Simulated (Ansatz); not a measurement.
Relaxed (211) slab cut from CaF$_{2}$ (space group Fm-3m (No. 225)); the slab's formula is CaF2, its outer planes CaF2 (top) and CaF2 (bottom):

```xyz
30
Lattice="3.8331 0.0000 0.0000 0.0000 9.3890 0.0000 0.0000 0.0000 24.9586" Properties=species:S:1:pos:R:3 pbc="T T T"
Ca    1.9165    6.1555    7.7609
F     1.9165    3.9047    7.5006
F     1.9165    8.2174    7.4813
Ca    0.0000    3.0916    8.6766
F     0.0000    0.9075    8.5524
F     0.0000    5.5178    8.5460
Ca    1.9165   -0.0097    9.4465
F     1.9165    6.9171    9.8218
F     1.9165    2.3767    9.7563
Ca    0.0000    6.2747   10.8925
F     0.0000    3.9556   10.8005
F     0.0000    8.6003   10.6925
Ca    1.9165    3.0947   12.0018
F     1.9165    0.7599   11.9100
F     1.9165    5.4289   11.9805
Ca    0.0000    0.0350   12.9567
F     0.0000    7.0898   12.9781
F     0.0000    2.3698   13.0486
Ca    1.9165    6.2440   14.0661
F     1.9165    3.9184   14.2660
F     1.9165    8.5632   14.1581
Ca    0.0000    3.1393   15.5121
F     0.0000    0.7530   15.2023
F     0.0000    5.6016   15.1368
Ca    1.9165    0.0381   16.2819
F     1.9165    7.0009   16.4126
F     1.9165    2.2222   16.4062
Ca    0.0000    6.3632   17.1977
F     0.0000    4.3014   17.4772
F     0.0000    8.6141   17.4580
```

Level of theory: DFT PBEsol, scalar-relativistic, plane waves, PAW (Ansatz). Cutoff 420 eV; k points 7×3×1 on the computed 30-atom cell (Γ-centred); Gaussian smearing, width 0.05 eV; no spin polarisation. A dipole correction removes the field between periodic images along c.

The potential is the smooth part; its values at the atoms depend on the PAW datasets.

Task: How does the plane-averaged electrostatic potential energy of an electron run along c, counted from the top of the valence band?

Result: z (Å), V (eV) and a bar:
```
     2.50       7.32 ##############################
     2.77       7.32 ##############################
     3.05       7.32 ##############################
     3.33       7.32 ##############################
     3.61       7.32 ##############################
     3.88       7.32 ##############################
     4.16       7.32 ##############################
     4.44       7.32 ##############################
     4.71       7.32 ##############################
     4.99       7.31 ##############################
     5.27       7.31 ##############################
     5.55       7.30 ##############################
     5.82       7.28 ##############################
     6.10       7.23 ##############################
     6.38       7.09 #############################
     6.66       6.72 ############################
     6.93       5.21 ########################
     7.21       2.31 ###############
     7.49       0.14 ########
     7.76      -0.40 #######
     8.04      -0.63 ######
     8.32      -1.78 ##
     8.60      -2.54
     8.87      -2.02 ##
     9.15      -0.64 ######
     9.43      -1.00 #####
     9.71      -0.92 #####
     9.98       0.36 #########
    10.26       0.94 ###########
    10.54       0.21 ########
    10.82      -0.67 ######
    11.09       0.10 ########
    11.37       1.00 ###########
    11.65      -0.41 ######
    11.92      -1.55 ###
    12.20      -1.26 ####
    12.48      -0.69 ######
    12.76      -1.26 ####
    13.03      -1.55 ###
    13.31      -0.41 ######
    13.59       1.00 ###########
    13.87       0.10 ########
    14.14      -0.67 ######
    14.42       0.21 ########
    14.70       0.94 ###########
    14.98       0.36 #########
    15.25      -0.92 #####
    15.53      -1.00 #####
    15.81      -0.64 ######
    16.08      -2.02 ##
    16.36      -2.54
    16.64      -1.78 ##
    16.92      -0.63 ######
    17.19      -0.40 #######
    17.47       0.14 ########
    17.75       2.31 ###############
    18.03       5.21 ########################
    18.30       6.72 ############################
    18.58       7.09 #############################
    18.86       7.23 ##############################
    19.13       7.28 ##############################
    19.41       7.30 ##############################
    19.69       7.31 ##############################
    19.97       7.31 ##############################
    20.24       7.32 ##############################
    20.52       7.32 ##############################
    20.80       7.32 ##############################
    21.08       7.32 ##############################
    21.35       7.32 ##############################
    21.63       7.32 ##############################
    21.91       7.32 ##############################
    22.19       7.32 ##############################
    22.46       7.32 ##############################
```

The vacuum level lies 7.32 eV above the top of the valence band.

Cost: 1 run of about 6.3 core-minutes, on AMD EPYC 9R45 (Zen 5) (shared hosts).